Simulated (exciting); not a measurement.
# Zn (Im-3m) in exciting: further runs

The runs below take Zn through single point, with LDA, RPBE.

All numbers are computed with exciting (release sodium); they aren't measurements. Logs are shortened: lines on timing, memory, paths and dates and some standing lists are left out, and cuts for length are marked.

## 1. The crystal as given

Symmetry: Im-3m, No. 229, cubic system. Conventional cell: a = 3.138 Å, b = 3.138 Å, c = 3.138 Å, α = 90.00°, β = 90.00°, γ = 90.00°. Zn (site symmetry m-3m) has 8 Zn at 2.72 Å as nearest neighbours.

This isn't the form of Zn at room conditions, which is hcp.

## 2. Single point, LDA

File input.xml:

```xml
<input>
  <title>Zn</title>
  <structure speciespath="./" tshift="false">
    <crystal scale="1">
      <basevect>5.135617604096 0.000000000000 0.000000000000</basevect>
      <basevect>-1.711872534258 4.841906711417 0.000000000000</basevect>
      <basevect>-1.711872534258 -2.420953354952 4.193214215354</basevect>
    </crystal>
    <species speciesfile="Zn.xml" rmt="2">
      <atom coord="0.000000000000 0.000000000000 0.000000000000"/>
    </species>
  </structure>
  <groundstate do="fromscratch" ngridk="12 12 12" rgkmax="9" gmaxvr="14" lmaxapw="10" lmaxmat="10" lmaxvr="8" xctype="LDA_PW" stype="Gaussian" swidth="0.00073499" nempty="8" ValenceRelativity="iora*" epsengy="1e-05" epspot="1e-05" maxscl="60" tforce="true" outputlevel="normal"/>
</input>
```

Potentials or basis: all-electron LAPW+lo, shipped species files, valence relativity iora*.

Started as:

```sh
$ OMP_NUM_THREADS=1 exciting_smp
```

INFO.OUT:

```text
================================================================================
EXCITING SODIUM started
[... 10 lines left out ...]

 Lattice vectors (cartesian) :
      5.1356176041      0.0000000000      0.0000000000
     -1.7118725343      4.8419067114      0.0000000000
     -1.7118725343     -2.4209533550      4.1932142154

 Reciprocal lattice vectors (cartesian) :
      1.2234527162      0.4325558559      0.7492087194
     -0.0000000000      1.2976675681      0.7492087194
      0.0000000000     -0.0000000000      1.4984174393

 Unit cell volume                           :     104.2692250955
 Brillouin zone volume                      :       2.3789398379

 Species :    1 (Zn)
     parameters loaded from                 :    Zn.xml
     name                                   :    zinc
     nuclear charge                         :     -30.00000000
     electronic charge                      :      30.00000000
     atomic mass                            :  119198.67800000
     muffin-tin radius                      :       2.00000000
     # of radial points in muffin-tin       :     350

     atomic positions (lattice) :
       1 :   0.00000000  0.00000000  0.00000000

 Total number of atoms per unit cell        :       1

 Spin treatment                             :    spin-unpolarised

 Number of Bravais lattice symmetries       :      48
 Number of crystal symmetries               :      48

 k-point grid                               :      12   12   12
 Total number of k-points                   :      72
 k-point set is reduced with crystal symmetries

 R^MT_min * |G+k|_max (rgkmax)              :       9.00000000
 Species with R^MT_min                      :       1 (Zn)
 Maximum |G+k| for APW functions            :       4.50000000
 Maximum |G| for potential and density      :      14.00000000

 G-vector grid sizes                        :      24    24    24
 Total number of G-vectors                  :    4897

 Maximum angular momentum used for
     APW functions                          :      10
     computing H and O matrix elements      :      10
     potential and density                  :       8
     inner part of muffin-tin               :       2

 Total nuclear charge                       :     -30.00000000
 Total electronic charge                    :      30.00000000
 Total core charge                          :      12.00000000
 Total valence charge                       :      18.00000000

 Number of empty states                     :       8
 Total number of valence states             :      18

 Maximum Hamiltonian size                   :     189
 Maximum number of plane-waves              :     177
 Total number of local-orbitals             :      12

 Exchange-correlation type                  :       3
     Perdew-Wang, Phys. Rev. B 45, 13244 (1992)

 Smearing scheme                            :    Gaussian
 Smearing width                             :       0.00073499

 Using multisecant Broyden potential mixing
[... 16 lines left out ...]
+ SCF iteration number :    1                                                  +
++++++++++++++++++++++++++++++++++++++++++++++++++++++++++++++++++++++++++++++++
 Total energy                               :     -1788.63144069
 _______________________________________________________________
 Fermi energy                               :         0.26515400
 Kinetic energy                             :      1827.94325870
 Coulomb energy                             :     -3547.83375984
 Exchange energy                            :       -66.07518935
 Correlation energy                         :        -2.66575020

 DOS at Fermi energy (states/Ha/cell)       :        39.76381001

 Electron charges :
     core                                   :        12.00000000
     core leakage                           :         0.00091245
     valence                                :        18.00000000
     interstitial                           :         1.96306569
     charge in muffin-tin spheres :
                  atom     1    Zn          :        28.03693431
     total charge in muffin-tins            :        28.03693431
     total charge                           :        30.00000000

++++++++++++++++++++++++++++++++++++++++++++++++++++++++++++++++++++++++++++++++
+ SCF iteration number :    2                                                  +
++++++++++++++++++++++++++++++++++++++++++++++++++++++++++++++++++++++++++++++++
 Total energy                               :     -1792.75402234
 _______________________________________________________________
 Fermi energy                               :         0.25642623
 Kinetic energy                             :      1826.13591467
 Coulomb energy                             :     -3549.97568623
 Exchange energy                            :       -66.24420188
 Correlation energy                         :        -2.67004890

 DOS at Fermi energy (states/Ha/cell)       :        39.76329411

 Electron charges :
     core                                   :        12.00000000
     core leakage                           :         0.00088726
     valence                                :        18.00000000
     interstitial                           :         1.90524053
     charge in muffin-tin spheres :
                  atom     1    Zn          :        28.09475947
     total charge in muffin-tins            :        28.09475947
     total charge                           :        30.00000000

 RMS change in effective potential (target) :  0.273523E-01  ( 0.100000E-04)
 Absolute change in total energy   (target) :   4.12258      ( 0.100000E-04)
 Charge distance                   (target) :  0.686297E-02  ( 0.100000E-04)
 Abs. change in max-nonIBS-force   (target) :   0.00000      ( 0.500000E-04)

++++++++++++++++++++++++++++++++++++++++++++++++++++++++++++++++++++++++++++++++
+ SCF iteration number :    3                                                  +
++++++++++++++++++++++++++++++++++++++++++++++++++++++++++++++++++++++++++++++++
 Total energy                               :     -1793.23282704
 _______________________________________________________________
 Fermi energy                               :         0.25357937
 Kinetic energy                             :      1825.81673341
 Coulomb energy                             :     -3550.11832523
 Exchange energy                            :       -66.26069341
 Correlation energy                         :        -2.67054181

 DOS at Fermi energy (states/Ha/cell)       :        39.78177966

 Electron charges :
     core                                   :        12.00000000
     core leakage                           :         0.00088455
     valence                                :        18.00000000
     interstitial                           :         1.89558124
     charge in muffin-tin spheres :
                  atom     1    Zn          :        28.10441876
     total charge in muffin-tins            :        28.10441876
     total charge                           :        30.00000000
[... 213 lines left out ...]
 DOS at Fermi energy (states/Ha/cell)       :        40.63822560

 Electron charges :
     core                                   :        12.00000000
     core leakage                           :         0.00088419
     valence                                :        18.00000000
     interstitial                           :         1.88743697
     charge in muffin-tin spheres :
                  atom     1    Zn          :        28.11256303
     total charge in muffin-tins            :        28.11256303
     total charge                           :        30.00000000

 RMS change in effective potential (target) :  0.249007E-07  ( 0.100000E-04)
 Absolute change in total energy   (target) :  0.760966E-05  ( 0.100000E-04)
 Charge distance                   (target) :  0.133223E-07  ( 0.100000E-04)
 Abs. change in max-nonIBS-force   (target) :   0.00000      ( 0.500000E-04)

++++++++++++++++++++++++++++++++++++++++++++++++++++++++++++++++++++++++++++++++
+ SCF iteration number :   12                                                  +
++++++++++++++++++++++++++++++++++++++++++++++++++++++++++++++++++++++++++++++++
 Total energy                               :     -1793.43897235
 _______________________________________________________________
 Fermi energy                               :         0.24717787
 Kinetic energy                             :      1825.46729119
 Coulomb energy                             :     -3549.97627905
 Exchange energy                            :       -66.25932547
 Correlation energy                         :        -2.67065902

 DOS at Fermi energy (states/Ha/cell)       :        40.63830178

 Electron charges :
     core                                   :        12.00000000
     core leakage                           :         0.00088419
     valence                                :        18.00000000
     interstitial                           :         1.88743697
     charge in muffin-tin spheres :
                  atom     1    Zn          :        28.11256303
     total charge in muffin-tins            :        28.11256303
     total charge                           :        30.00000000

 RMS change in effective potential (target) :  0.449102E-08  ( 0.100000E-04)
 Absolute change in total energy   (target) :  0.133224E-05  ( 0.100000E-04)
 Charge distance                   (target) :  0.229319E-08  ( 0.100000E-04)
 Abs. change in max-nonIBS-force   (target) :   0.00000      ( 0.500000E-04)

++++++++++++++++++++++++++++++++++++++++++++++++++++++++++++++++++++++++++++++++
| Convergency criteria checked for the last 2 iterations                       +
| Convergence targets achieved. Performing final SCF iteration                 +
++++++++++++++++++++++++++++++++++++++++++++++++++++++++++++++++++++++++++++++++
 Total energy                               :     -1793.43897263
 _______________________________________________________________
 Fermi energy                               :         0.24717787
 Kinetic energy                             :      1825.46729109
 Coulomb energy                             :     -3549.97627921
 Exchange energy                            :       -66.25932548
 Correlation energy                         :        -2.67065902

 DOS at Fermi energy (states/Ha/cell)       :        40.63831887

 Electron charges :
     core                                   :        12.00000000
     core leakage                           :         0.00088419
     valence                                :        18.00000000
     interstitial                           :         1.88743696
     charge in muffin-tin spheres :
                  atom     1    Zn          :        28.11256304
     total charge in muffin-tins            :        28.11256304
     total charge                           :        30.00000000

++++++++++++++++++++++++++++++++++++++++++++++++++++++++++++++++++++++++++++++++
+ Self-consistent loop stopped                                                 +
++++++++++++++++++++++++++++++++++++++++++++++++++++++++++++++++++++++++++++++++
 STATE.OUT is written

--------------------------------------------------------------------------------
- Writing atomic positions and forces                                          -
--------------------------------------------------------------------------------

 Atomic positions (lattice) :
 atom     1  Zn  :     0.00000000    0.00000000    0.00000000

 Total atomic forces including IBS (cartesian) :
 atom     1  Zn  :     0.00000000    0.00000000    0.00000000

 Atomic force components including IBS (cartesian) :
 atom     1  Zn  :     0.00000000    0.00000000    0.00000000   HF force
                 :     0.00000000    0.00000000    0.00000000   core correction
                 :     0.00000000    0.00000000    0.00000000   IBS correction

********************************************************************************
[... 7 lines left out ...]
| EXCITING SODIUM stopped                                                      =
================================================================================
```

It took 25 s on 1 thread of Arm Neoverse V2, shared host; peak memory 0.09 GiB.

Results:

| Property | Result |
| --- | --- |
| Free energy | -48801.9609 eV |
| Band gap on the k mesh | none (metal or under the smearing width) |
| All electrons inside the program's atomic spheres | Zn 28.11 (radii Zn 2.0 bohr) |

## 3. Single point, RPBE

File input.xml:

```xml
<input>
  <title>Zn</title>
  <structure speciespath="./" tshift="false">
    <crystal scale="1">
      <basevect>5.135617604096 0.000000000000 0.000000000000</basevect>
      <basevect>-1.711872534258 4.841906711417 0.000000000000</basevect>
      <basevect>-1.711872534258 -2.420953354952 4.193214215354</basevect>
    </crystal>
    <species speciesfile="Zn.xml" rmt="2">
      <atom coord="0.000000000000 0.000000000000 0.000000000000"/>
    </species>
  </structure>
  <groundstate do="fromscratch" ngridk="12 12 12" rgkmax="9" gmaxvr="14" lmaxapw="10" lmaxmat="10" lmaxvr="8" stype="Gaussian" swidth="0.00367493" nempty="8" ValenceRelativity="iora*" epsengy="1e-05" epspot="1e-05" maxscl="60" tforce="true" outputlevel="low">
    <libxc exchange="XC_GGA_X_RPBE" correlation="XC_GGA_C_PBE"/>
  </groundstate>
</input>
```

Potentials or basis: all-electron LAPW+lo, shipped species files, valence relativity iora*.

Started as:

```sh
$ OMP_NUM_THREADS=1 exciting_smp
```

Run time: 27 s. Hardware: 1 thread of Arm Neoverse V2, shared host; peak memory 0.09 GiB.

The run converged. Its results:

```
Free energy                          : -48880.1131 eV
Band gap on the k mesh               : none (metal or under the smearing width)
Density of states at the Fermi level : 0.55 states/eV per cell
```

Levels at points of the mesh, in eV from the Fermi level:
```
           k point  band 7  band 8  band 9  band 10  band 11  band 12
(0.00, 0.00, 0.00)   -7.71   -7.21   -7.21    19.05    19.05    19.05
(0.50, 0.00, 0.00)   -7.18   -6.88   -2.64    -0.95    11.29    12.59
(0.50, 0.50, 0.50)   -6.96   -6.96    4.19     4.19     4.19     7.56
```

Caveat: the log's total energy holds no entropy term; the free energy is that total less TS from the occupations.
